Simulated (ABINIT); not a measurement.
Runs of ABINIT 10.8.3 (patched build) on MnO. Symmetry: Fm-3m, No. 225, cubic system. The conventional cell has a = 4.448 Å, b = 4.448 Å, c = 4.448 Å, α = 90.00°, β = 90.00°, γ = 90.00°. Mn (site symmetry m-3m) is surrounded by 6 O at 2.22 Å. O (site symmetry m-3m) is surrounded by 6 Mn at 2.22 Å. The cell is a database's computed one.

```csv
task,level,potentials or basis,U,cell,k mesh,cutoff (eV),cell freedom (optcell),optimiser (ionmov),cutoff smearing ecutsm (Ha),force stop (Ha/bohr),bands in the sums,mesh quality,gap on the mesh (eV),pressure (GPa),moment (μB)
relaxation of cell and atoms,LDA,PseudoDojo NC SR LDA v0.4.1 standard,-,relaxed,8 × 8 × 8,1306,2,2,0.5,2e-05,-,not flagged,none,0.0,(b)
optical spectrum,LDA,PseudoDojo NC SR LDA v0.4.1 standard,-,as given,"6 × 6 × 6, with 4 shifts",1252,-,-,-,-,16,not flagged,-,-17.2,4.59
Hund's J by linear response,LDA+U,JTH PAW LDA v2.0,Mn d U = 4 eV,as given,5 × 5 × 5,707,-,-,-,-,-,coarse,0.25,-5.3,(a)
single point,LDA,PseudoDojo NC SR LDA v0.4.1 standard,-,as given,8 × 8 × 8,1252,-,-,-,-,-,not flagged,none,(c),4.65
```

Alike in all rows: spin collinear, ferromagnetic start; smearing fermi-dirac 0.05 eV.

Problem. Estimate the missing entries.

Solution. (a) 5.00; (b) 3.99; (c) -16.2.

Caveats: some runs use coarse meshes; a cell with one magnetic atom can't hold antiferromagnetic order, which such compounds often take; semilocal functionals often make such compounds metallic where correlation or magnetic order opens a gap, which also shifts bond lengths (some runs); so large a pressure means that the cell lies far from this level's equilibrium, or that cutoff or potentials fall short (some runs); the intraband (Drude) term is left out (some runs); spectra need much finer meshes, so this one isn't converged (some runs); the shifted atom has its images in every cell, so this scalar value isn't converged in cell size and belongs to these projectors alone (some runs).

A k mesh can miss the band edges.

A gap of «none» marks a metal or a gap under the smearing width.

Not every run made on this cell is shown here.
